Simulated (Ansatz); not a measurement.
CuI (Marshite) under changes of volume

One of the cells (27.859 Å³/atom); the others are scaled copies at fixed shape and fractional positions:

```
CELL_PARAMETERS angstrom
0.00000 3.03150 3.03150
3.03150 0.00000 3.03150
3.03150 3.03150 0.00000
ATOMIC_POSITIONS crystal
I 0.00000 0.00000 0.00000
Cu 0.75000 0.75000 0.75000
```

| Property | Result |
| --- | --- |
| Program | Ansatz 0.2.0 |
| Functional | PBE |
| Dispersion | D3(BJ) |
| Potentials or basis | Ansatz PAW |
| Cutoff | 420 eV (not typed: the program's choice for these potentials) |
| k mesh | 8 × 8 × 8 |
| Occupations | fermi-dirac, width 0.05 eV |
| Spin | no spin polarisation |

```tsv
volume (Å³/atom)	energy over the lowest point (meV/atom)	pressure (GPa)	gap on the mesh (eV)
26.188	0.83	0.8	1.29
26.745	0.00	-0.3	1.23
27.302	?	?	?
27.859	7.83	-1.9	1.12
28.417	15.73	-2.6	1.07
28.974	25.84	-3.2	1.02
29.531	37.90	-3.7	0.98
```

Q: What does the run at 27.302 Å³/atom give?

A: Energy over the lowest point 2.47 meV/atom; pressure -1.1 GPa; gap on the mesh 1.18 eV.

Worked out: A Birch-Murnaghan fit of order 3 (a polynomial in V^(-2/3)) to the other rows has its minimum at 26.60 Å³/atom with B0 = V·E''(V) = 47 GPa and B' = 5.2. It gives 2.47 meV/atom at 27.302 Å³/atom, against the run's 2.47, and -dE/dV = -1.1 GPa, against -1.1. A straight line through the other rows of the gap, of slope -2.6 eV per unit of ln V (its deformation potential), gives 1.18 eV, against the run's 1.18.

Energies are extrapolated to zero smearing.

Caveats: spin-orbit coupling is left out, which moves the levels of the heavy elements.
